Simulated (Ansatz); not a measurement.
NaBr (rock salt)

```
NaBr
1.0
    0.00000     5.94759     5.94759
    2.97379     2.97379     5.94759
    2.97379     2.97379     0.00000
Br Na
2 2
Cartesian
  0.00000   0.00000   0.00000
  2.97379   5.94759   8.92138
  2.97379   8.92138   8.92138
  2.97379   5.94759   5.94759
```

The atoms are displaced by Q × the pattern below (from a DFPT mode at X = (0.5, 0.5, 0.0), largest move 1; Q in Å), at fixed cell. It is one choice among 2 degenerate patterns. (q is in reciprocal vectors of the primitive cell; the cell shown is doubled to hold the pattern.)

```
atom      x       y      z
----  -----  ------  -----
Br1   0.000  -1.000  0.000
Br2   0.000   1.000  0.000
Na3   0.000   0.986  0.000
Na4   0.000  -0.986  0.000
```

Computed with r2SCAN (plane waves to 500 eV, PAW, scalar-relativistic; Ansatz, a first-principles code). k mesh 10×10×10 (Γ-centred), Fermi-Dirac smearing 0.05 eV. The energy includes the smearing's −TS. NaBr was relaxed with its symmetry unable to fall. The zero of ΔE is the undisplaced structure.

| Q (Å) | ΔE (meV/cell) |
|---|---|
| -0.180 | 42.8 |
| -0.150 | 29.5 |
| -0.120 | withheld |
| -0.090 | 10.5 |
| -0.060 | 4.6 |
| -0.030 | 1.2 |
| 0.000 | 0.0 |
| 0.030 | 1.2 |
| 0.060 | 4.6 |
| 0.090 | 10.5 |
| 0.120 | withheld |
| 0.150 | 29.5 |
| 0.180 | 42.8 |

Q: Fit an even polynomial form (powers 2, 4) to the given rows and predict ΔE at Q = 0.120.

A: Least squares on the 11 given rows: ΔE = (1287)·Q² + (1058)·Q⁴, in meV/cell with Q in Å; root-mean-square residual 0.03 meV/cell. At 0.120 the fit gives 18.8 meV/cell; the calculation gives 18.7 meV/cell, so the interpolation is off by 0.1 (+0.5 %). The quadratic term alone would give 18.5 meV/cell.

(A displaced cell: forces are minus the slopes of the energy, force constants its curvatures, and phonons follow from these.)
